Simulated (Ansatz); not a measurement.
**A computed series for ZnTe: response to strain**

The parent structure is ZnTe in the zinc blende structure (space group F-43m, No. 216; a = 6.1791 Å). Axes: x, y, z lie along the cube axes.

Strains are applied to the cell and any free atomic positions relax; under biaxial strain the out-of-plane vector relaxes too.

All numbers come from plane-wave PAW DFT at the PBE level (Ansatz, a program for electronic structure, 420 eV), spin-orbit coupling left out.

Candidates:
(a) strain tensor (xx, yy, zz, yz, xz, xy) = (−0.75, +0.06, −1.80, −1.10, +1.27, −0.49) %
(b) biaxial strain −1.76 %, plane normal [110], relaxed out of plane
(c) biaxial strain +1.35 %, plane normal [111], relaxed out of plane
(d) isotropic strain −1.97 %
(e) uniaxial strain ε_zz = +4.85 %

Notes on the quantities. energy relative to the base: free energy F.

**Question.** Order them by energy relative to the base, lowest first.

**Answer.** (c) biaxial strain +1.35 %, plane normal [111], relaxed out of plane (+3.0 meV/atom), (b) biaxial strain −1.76 %, plane normal [110], relaxed out of plane (+5.0 meV/atom), (a) strain tensor (xx, yy, zz, yz, xz, xy) = (−0.75, +0.06, −1.80, −1.10, +1.27, −0.49) % (+6.6 meV/atom), (e) uniaxial strain ε_zz = +4.85 % (+13 meV/atom), (d) isotropic strain −1.97 % (+15 meV/atom)

Stability against distortions was not tested.
